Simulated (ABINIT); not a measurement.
Crystal: Pb.

```
Pb
1.0
     3.48000    0.00000    0.00000
    -1.74000    3.01377    0.00000
     0.00000    0.00000    5.59000
Pb
2
Direct
  0.66667 0.33333 0.75000
  0.33333 0.66667 0.25000
```

This isn't the form of Pb at room conditions, which is fcc.

| Property | Result |
| --- | --- |
| Program | ABINIT 10.8.3 (patched build) |
| Task | relaxation of cell and atoms |
| Functional | LDA |
| Potentials or basis | JTH PAW LDA v2.0 |
| Cutoff | 599 eV |
| k mesh | 9 × 9 × 5 |
| Occupations | fermi-dirac, width 0.05 eV |
| Spin | no spin polarisation |

At the start: pressure -0.5 GPa; volume 29.31 Å³/atom.

Question: Where does the relaxation end?

Answer: Over 10 steps the energy falls by 14.8 meV/atom and the volume is 28.91 Å³/atom (-1.4 %); space group P6_3/mmc (No. 194, to 0.05 Å).

The path:
| step | energy change (eV) | largest force (eV/Å) | pressure (GPa) | volume (Å³) |
| --- | --- | --- | --- | --- |
| 1 | 0.0000 | 0.0000 | -0.46 | 58.63 |
| 2 | -0.0032 | 0.0000 | -0.44 | 58.55 |
| 3 | 8.5112 | 0.0000 | 107.80 | 43.65 |
| 4 | -0.0193 | 0.0000 | -1.00 | 58.97 |
| 5 | -0.0196 | 0.0000 | -1.06 | 59.04 |
| 6 | -0.0220 | 0.0000 | -1.14 | 59.12 |
| 7 | -0.0267 | 0.0000 | -0.88 | 58.81 |
| 8 | -0.0291 | 0.0000 | -0.37 | 58.23 |
| 9 | -0.0296 | 0.0000 | -0.08 | 57.90 |
| 10 | -0.0296 | 0.0000 | 0.00 | 57.82 |

Final structure:
```cif
data_structure
_symmetry_space_group_name_H-M 'P 1'
_symmetry_Int_Tables_number 1
_cell_length_a 3.3945
_cell_length_b 3.3945
_cell_length_c 5.7939
_cell_angle_alpha 90.000
_cell_angle_beta 90.000
_cell_angle_gamma 120.000
_cell_volume 57.82
loop_
_atom_site_label
_atom_site_type_symbol
_atom_site_fract_x
_atom_site_fract_y
_atom_site_fract_z
_atom_site_occupancy
Pb1 Pb 0.66667 0.33333 0.75000 1
Pb2 Pb 0.33333 0.66667 0.25000 1
```

Caveat: the atomic spheres overlap.
